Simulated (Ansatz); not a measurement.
Crystal: PtS2.

```xyz
3
Lattice="3.5432 0.0000 0.0000 -1.7716 3.0685 0.0000 0.0000 0.0000 5.0388" Properties=species:S:1:pos:R:3 pbc="T T T"
Pt    0.0000    0.0000    0.0000
S     1.7716    1.0228    3.8950
S     0.0000    2.0457    1.1438
```

Program: Ansatz 0.2.0. Alike in all runs: task band structure; potentials or basis Ansatz PAW; no spin polarisation; cell as given; k mesh 5 × 5 × 3; smearing fermi-dirac 0.05 eV.

Order these runs on this cell by their band gap on the k mesh, lowest first.
A. level r2SCAN0; cutoff (eV) 500
B. level HSE03; cutoff (eV) 420
C. level HSE06; cutoff (eV) 420
D. level HF; cutoff (eV) 420

B (1.77 eV), C (1.93 eV), A (2.69 eV), D (7.54 eV).

Caveats: the k mesh misses the band edges, so the gap on the mesh is wider than the one along the path; spin-orbit coupling is left out, which moves the levels of the heavy elements; forces of over 1 eV/Å show positions far from the minimum, so gaps and moduli don't describe the material at rest (some runs).
